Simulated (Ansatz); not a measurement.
**Pt: a listed cell, distorted in several ways**

A set of self-consistent runs on Pt under further strains and shifts, swapped elements, distortions that keep the symmetry, to map its energy surface near the listed cell.

Computed with Ansatz 0.2.0 (DFT PBEsol, scalar-relativistic, plane waves, PAW, unless a step's input says otherwise).

### Step 1. The system as given

The structure is hexagonal, space group P6_3/mmc (No. 194). Conventional cell: a = 2.761 Å, b = 2.761 Å, c = 4.792 Å, α = 90.00°, β = 90.00°, γ = 120.00°. Pt (site symmetry -6m2) is surrounded by 12 Pt at 2.76 to 2.88 Å.

As a file:

```xyz
2
Lattice="2.7607 0.0000 0.0000 -1.3803 2.3908 0.0000 0.0000 0.0000 4.7921" Properties=species:S:1:pos:R:3 pbc="T T T"
Pt    1.3803    0.7969    3.5941
Pt    0.0000    1.5939    1.1980
```

The structure comes from the Materials Project (structure only).

### Step 2. A change within the space group

The change: strain xx, yy, zz, yz, xz, xy = -0.9, -0.9, +8.1, +0.0, +0.0, +0.0 %.

input.yaml reads:

```yaml
crystal:
  lattice:
    - [2.7353503121, 0.0, 0.0]
    - [-1.3676751561, 2.3688828585, 0.0]
    - [0.0, 0.0, 5.1794821912]
  atoms:
    - { symbol: Pt, position: [0.66666667, 0.33333333, 0.75] }
    - { symbol: Pt, position: [0.33333333, 0.66666667, 0.25] }
basis:
  ecutwfc: 420
kpoints:
  mp_grid: { grid: [15, 15, 8] }
hamiltonian:
  xc: pbesol
scf:
  occupations: { method: gaussian, width: 0.1 }
output:
  forces: true
  stress: true
  eigenvalues: true
```

Command:

```bash
ansatz run input.yaml --threads 1 --pin off --max-ram 1331MiB --backend cpu --events-out ev --progress --plain --runs-dir out
```

### Step 3. A distortion of lower symmetry

input.yaml reads:

```yaml
crystal:
  lattice:
    - [2.6915661554, -0.1104266246, 0.0]
    - [-1.4414153399, 2.4782479393, 0.0]
    - [0.0, 0.0, 4.8350235993]
  atoms:
    - { symbol: Pt, position: [0.7481867038, 0.4308083451, 0.75] }
    - { symbol: Pt, position: [0.2518132962, 0.5691916549, 0.25] }
basis:
  ecutwfc: 420
kpoints:
  mp_grid: { grid: [16, 16, 8] }
hamiltonian:
  xc: pbesol
scf:
  occupations: { method: gaussian, width: 0.1 }
output:
  forces: true
  stress: true
  eigenvalues: true
```

### Step 4. A change within a subgroup

input.yaml reads:

```yaml
crystal:
  lattice:
    - [2.8740461526, 0.0273581963, 0.0396707649]
    - [-1.4133301834, 2.4160497872, -0.0183530824]
    - [0.0688629656, 0.0029711231, 5.0388809797]
  atoms:
    - { symbol: Pt, position: [0.6949655743, 0.2802500627, 0.7819706107] }
    - { symbol: Pt, position: [0.3050344257, 0.7197499373, 0.2180293893] }
basis:
  ecutwfc: 420
kpoints:
  mp_grid: { grid: [14, 16, 8] }
hamiltonian:
  xc: pbesol
scf:
  occupations: { method: gaussian, width: 0.1 }
output:
  forces: true
  stress: true
  eigenvalues: true
```

### Step 5. A change within the space group

input.yaml reads:

```yaml
crystal:
  lattice:
    - [2.7754075702, 0.0, 0.0]
    - [-1.3877037851, 2.4035734616, 0.0]
    - [0.0, 0.0, 4.3864319356]
  atoms:
    - { symbol: Pt, position: [0.66666667, 0.33333333, 0.75] }
    - { symbol: Pt, position: [0.33333333, 0.66666667, 0.25] }
basis:
  ecutwfc: 420
kpoints:
  mp_grid: { grid: [18, 18, 10] }
hamiltonian:
  xc: pbesol
scf:
  occupations: { method: gaussian, width: 0.1 }
output:
  forces: true
  stress: true
  eigenvalues: true
```

### Step 6. A change within the space group

Edit input.yaml of step 5 so:

```diff
@@ -2,5 +2,5 @@
   lattice:
-    - [2.7754075702, 0.0, 0.0]
-    - [-1.3877037851, 2.4035734616, 0.0]
-    - [0.0, 0.0, 4.3864319356]
+    - [2.7960021357, 0.0, 0.0]
+    - [-1.3980010678, 2.4214088785, 0.0]
+    - [0.0, 0.0, 5.1410013552]
   atoms:
@@ -11,3 +11,3 @@
 kpoints:
-  mp_grid: { grid: [18, 18, 10] }
+  mp_grid: { grid: [15, 15, 8] }
 hamiltonian:
```

### Step 7. Substitution of an element, cell strained: Pt → W, first probe

input.yaml reads:

```yaml
crystal:
  lattice:
    - [3.1123194455, 0.0, 0.0]
    - [-1.5561597228, 2.6953477045, 0.0]
    - [0.0, 0.0, 5.3224291524]
  atoms:
    - { symbol: W, position: [0.66666667, 0.33333333, 0.75] }
    - { symbol: W, position: [0.33333333, 0.66666667, 0.25] }
basis:
  ecutwfc: 420
kpoints:
  mp_grid: { grid: [6, 6, 4] }
hamiltonian:
  xc: pbesol
scf:
  occupations: { method: gaussian, width: 0.1 }
output:
  forces: true
  stress: true
  eigenvalues: true
```

### Step 8. One element swapped, cell strained: Pt → W

Edit input.yaml of step 7 so:

```diff
@@ -11,3 +11,3 @@
 kpoints:
-  mp_grid: { grid: [6, 6, 4] }
+  mp_grid: { grid: [15, 15, 8] }
 hamiltonian:
@@ -20 +20,2 @@
   eigenvalues: true
+  populations: true
```

### Step 9. A change within the space group

input.yaml reads:

```yaml
crystal:
  lattice:
    - [2.804008066, 0.0, 0.0]
    - [-1.402004033, 2.4283422175, 0.0]
    - [0.0, 0.0, 5.2986625638]
  atoms:
    - { symbol: Pt, position: [0.66666667, 0.33333333, 0.75] }
    - { symbol: Pt, position: [0.33333333, 0.66666667, 0.25] }
basis:
  ecutwfc: 420
kpoints:
  mp_grid: { grid: [18, 18, 10] }
hamiltonian:
  xc: pbesol
scf:
  occupations: { method: gaussian, width: 0.1 }
output:
  forces: true
  stress: true
  eigenvalues: true
  populations: true
```

Before running it: what results should come out? Wanted: for each run, case; energy; pressure; largest force.

**Answer**, as computed:

```
step                                        case  energy (meV/atom)  pressure (GPa)  largest force (eV/Å)  gap on the mesh (eV)
   2             a change within the space group               +0.0           -18.3                  0.00                  0.00
   3              a distortion of lower symmetry             -99.9*            -5.8                  0.42                  0.00
   4                  a change within a subgroup            +203.2*           -18.8                  1.70                  0.00
   5             a change within the space group             -88.1*            11.0                  0.00                  0.00
   6             a change within the space group              +73.6           -25.3                  0.00                  0.00
   8  one element swapped, cell strained: Pt → W                n/a           -49.3                  0.00                  0.00
   9             a change within the space group            +185.9*           -28.0                  0.00                  0.00
```

Energies are counted from step 2, with the smearing taken to zero; a star marks another k mesh, which can shift energies by itself, so starred rows don't rank against the others. Other atoms or functionals have another zero of energy (n/a). A gap of 0.00 means none on the mesh at this level.

Among the distorted cells of the listed formula and level the largest force, 1.70 eV/Å, comes in step 4, shared by 2 atoms. The pressure is 11.0 GPa in the smallest cell and -28.0 GPa in the largest; between them shape and moved atoms count too. The distorted cells of the listed formula and level show no gap on the mesh. Spin-orbit coupling is left out for Pt, W.
